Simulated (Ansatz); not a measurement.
## La: changes ranked by their effect on the pressure

```xyz
2
Lattice="3.7831 0.0000 0.0000 -1.8915 3.2762 0.0000 0.0000 0.0000 6.0761" Properties=species:S:1:pos:R:3 pbc="T T T"
La    0.0000    2.1842    1.5190
La    1.8915    1.0921    4.5571
```

Atoms are numbered in the order listed.

The conventional cell has a = 3.783 Å, b = 3.783 Å, c = 6.076 Å, α = 90.00°, β = 90.00°, γ = 120.00°. La (atom 1) has 12 La at 3.74 to 3.78 Å as nearest neighbours.

The structure comes from a relaxation in the same program, started in the hcp type, and has space group P6_3/mmc. Whether it is a known phase or the ground state wasn't checked.

All numbers below come from DFT, PBE, all-electron LAPW, scalar-relativistic (Ansatz 0.2.0).

Sampling and basis: a Γ-centred 12×12×7 k mesh, Fermi–Dirac smearing of 0.05 eV, basis error target 1 meV/atom, no spin polarisation.

Spin–orbit coupling is off unless a change turns it on.

In this reference run the pressure is 0.0 GPa (positive in compression). Each change below is made alone, on the same k mesh, with fractional coordinates held unless an atom is moved; x, y and z are the Cartesian axes.

Task: One change shifts the pressure by +2.2 GPa. Which?
A. xy engineering shear strain of -3 %
B. volume scaled by 1.02
C. x and y strained by -4 %, z held
D. volume scaled by 0.98

Result: C. The others give: volume scaled by 0.98, +0.5 GPa; xy engineering shear strain of -3 %, 0.0 GPa; volume scaled by 1.02, -0.5 GPa.
